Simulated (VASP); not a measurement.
The system is Mg.

```xyz
2
Lattice="3.2093 0.0000 0.0000 -1.6046 2.7793 0.0000 0.0000 0.0000 5.2103" Properties=species:S:1:pos:R:3 pbc="T T T"
Mg    1.6047    0.9264    3.9077
Mg    0.0000    1.8529    1.3026
```

| Item | Value |
| --- | --- |
| Program | VASP 6.6.1 |
| Task | relaxation of cell and atoms |
| Functional | PBEsol |
| Dispersion | D3 |
| Potentials or basis | VASP PAW PBE potentials, release 64 (Mg) |
| Cutoff | 600 eV |
| k mesh | 10 × 10 × 5 |
| Occupations | fermi-dirac, width 0.05 eV |
| Spin | no spin polarisation |

At the start: pressure -2.0 GPa; volume 23.24 Å³/atom.

How do energy, volume and symmetry change on relaxing?

Over 8 steps the energy falls by 10.7 meV/atom and the volume is 21.93 Å³/atom (-5.6 %); space group P6_3/mmc (No. 194, to 0.05 Å).

The path:
```tsv
step	energy change (eV)	largest force (eV/Å)	pressure (GPa)	volume (Å³)
1	0.0000	0.0000	-1.96	46.47
2	-0.0172	0.0000	-0.63	44.59
3	-0.0194	0.0000	0.09	43.72
4	-0.0194	0.0000	0.14	43.66
5	-0.0207	0.0000	0.14	43.68
6	-0.0213	0.0000	0.15	43.70
7	-0.0213	0.0000	0.15	43.70
8	-0.0213	0.0000	0.00	43.87
```

Final structure:
```
CELL_PARAMETERS angstrom
3.11862 0.00000 0.00000
-1.55931 2.70080 0.00000
0.00000 0.00000 5.20834
ATOMIC_POSITIONS crystal
Mg 0.66667 0.33333 0.75000
Mg 0.33333 0.66667 0.25000
```

Caveat: the PAW data sets were made with another functional, which shifts forces and pressure a little; pairwise dispersion overbinds metals, which lowers pressure and volume.
